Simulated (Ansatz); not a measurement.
Wires are cut from relaxed bulk Ag (Fm-3m, 16.66 Å³/atom, gap on the mesh 0.00 eV); atoms and period are relaxed, and energies count from that bulk.

Computed with DFT PBEsol, scalar-relativistic, plane waves, PAW (Ansatz 0.2.0).

Cutoff 420 eV, Gaussian smearing of 0.05 eV, energies at zero smearing, symmetry of each start kept, no spin polarisation.

```csv
start,atoms,k mesh,excess energy (eV per host atom),line energy (eV/Å),period (Å),gap on the mesh (eV),highest filled level or Fermi level under vacuum (eV)
"[111] wire, 9 host atoms a period",9,1×1×8,0.996,1.338,6.697,0,4.37
"[111] wire, 13 host atoms a period",13,1×1×8,0.929,1.812,6.664,0,4.16
```

Each run keeps its start's symmetry and one magnetic start, so lower states can exist.

Cost: 2 runs of about 18 core-minutes in all, on Intel Xeon Platinum 8259CL (Skylake/Cascade Lake) (shared hosts).